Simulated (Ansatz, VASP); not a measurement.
## Be in VASP and in Ansatz

```xyz
2
Lattice="2.2657 0.0000 0.0000 -1.1328 1.9621 0.0000 0.0000 0.0000 3.5587" Properties=species:S:1:pos:R:3 pbc="T T T"
Be    0.0000    1.3081    0.8897
Be    1.1328    0.6540    2.6690
```

Alike in both runs: task single point; functional PBE; k mesh 16 × 16 × 9; occupations fermi-dirac, width 0.1 eV; no spin polarisation.

|  | VASP | Ansatz |
| --- | --- | --- |
| version | VASP 6.6.1 | Ansatz 0.2.0 |
| potentials or method | VASP PAW PBE potentials, release 64 (Be) | plane waves (500 eV) with PAW, scalar-relativistic |
| plane-wave cutoff (eV) | 520 | 500 |
| valence electrons in the cell | 4 | 4 |

|  | VASP | Ansatz | Ansatz less VASP |
| --- | --- | --- | --- |
| pressure (GPa) | 0.1 | 0.0 | -0.15 |

The functional is the same, so the differences come from potentials, cutoffs and numerics.
